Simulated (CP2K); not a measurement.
Crystal: Ti.

```
Ti
1.0
     2.95000    0.00000    0.00000
    -1.47500    2.55477    0.00000
     0.00000    0.00000    4.68000
Ti
2
Direct
  0.66667 0.33333 0.75000
  0.33333 0.66667 0.25000
```

Base run:

```yaml
Program: CP2K 2026.2
Functional: LDA
Potentials_or_basis: POTENTIAL_UZH Ti GTH-PBE-q12; TZVP-MOLOPT-PBE-GTH basis
Density_cutoff: 9184 eV
k_mesh: 10 × 10 × 6
Occupations: fermi-dirac, width 0.05 eV
Spin: no spin polarisation
```

Its results: band gap on the k mesh none (metal or under the smearing width); pressure -9.3 GPa.

After a change of settings the same cell gave: band gap on the k mesh none (metal or under the smearing width); pressure -1.2 GPa. Which change was it?
A. functional from LDA to HLE16
B. functional from LDA to BEEF-vdW
C. functional from LDA to RPBE
D. functional from LDA to PBEsol

B.

Caveats: the potentials were made for another functional, which shifts forces and pressure; the basis of atomic orbitals isn't converged, which shifts pressures, moduli and gaps.

Runs at the PBE level aren't shown here.
